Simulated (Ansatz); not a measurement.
# CdH2O2: a single-point run

Wanted: a converged single-point run for CdH2O2, and a check of what comes out. The structure is shown as the input types it.

Method: density functional or hybrid calculation with the settings of its input, plane waves (as first typed), in Ansatz 0.2.0.

**1. Starting point**

It takes space group P-3m1 (No. 164, trigonal). The conventional cell has a = 3.502 Å, b = 3.502 Å, c = 4.569 Å, α = 90.00°, β = 90.00°, γ = 120.00°. Around Cd (site symmetry -3m) lie 6 O at 2.30 Å. Around H (site symmetry 3m) lie 1 O at 0.97 Å. O (site symmetry 3m) has 1 H at 0.97 Å as nearest neighbours.

Structure file:

```cif
data_structure
_symmetry_space_group_name_H-M 'P 1'
_symmetry_Int_Tables_number 1
_cell_length_a 3.5020
_cell_length_b 3.5020
_cell_length_c 4.5691
_cell_angle_alpha 90.003
_cell_angle_beta 90.003
_cell_angle_gamma 59.999
_cell_volume 48.53
loop_
_atom_site_label
_atom_site_type_symbol
_atom_site_fract_x
_atom_site_fract_y
_atom_site_fract_z
_atom_site_occupancy
Cd1 Cd 0.06323 0.93677 0.00000 1
H1 H 0.39656 0.27010 0.54687 1
H2 H 0.72990 0.60344 0.45313 1
O1 O 0.39655 0.27010 0.75821 1
O2 O 0.72990 0.60345 0.24179 1
```

**2. The calculation**

input.yaml reads:

```yaml
crystal:
  lattice:
    - [3.0297247338, -1.7509701269, 0.1372681513]
    - [3.0297247338, 1.7509701269, 0.1372681513]
    - [-0.2070458568, 0.0, 4.5644478333]
  atoms:
    - { symbol: Cd, position: [0.063228, 0.936772, 0.0] }
    - { symbol: H, position: [0.3965554668, 0.2700994668, 0.5468689368] }
    - { symbol: H, position: [0.7299005332, 0.6034445332, 0.4531310632] }
    - { symbol: O, position: [0.3965538312, 0.2700978312, 0.7582061386] }
    - { symbol: O, position: [0.7299021688, 0.6034461688, 0.2417938614] }
kpoints:
  mp_grid: { grid: [6, 6, 4] }
hamiltonian:
  xc: pbesol
scf:
  occupations: { method: fixed }
  n_extra_bands: 5
  convergence: { dr2_threshold: 1.0 }
  max_iter: 94
output:
  forces: true
  stress: true
  eigenvalues: true
```

The run is started by

```bash
$ ansatz run input.yaml --threads 4 --pin off --max-ram 4608MiB --backend cpu --events-out ev --progress --plain --runs-dir out
```

Q: Will this input give a usable result? If not, why, and what should change?

The run converged and reported no error, with warnings (force scf threshold loose, stress scf threshold loose). Its log warns: «scf.convergence.dr2_threshold = 1e0 eV is looser than this run's default, which is 1e-7 eV or tighter. The error in the forces grows as the threshold's square root ...»

The threshold asked is loose, but the program put off the close and ended at dr2 = 9.3e-8, so little accuracy was lost here.

To check: delete scf.convergence.dr2_threshold (the default then holds).
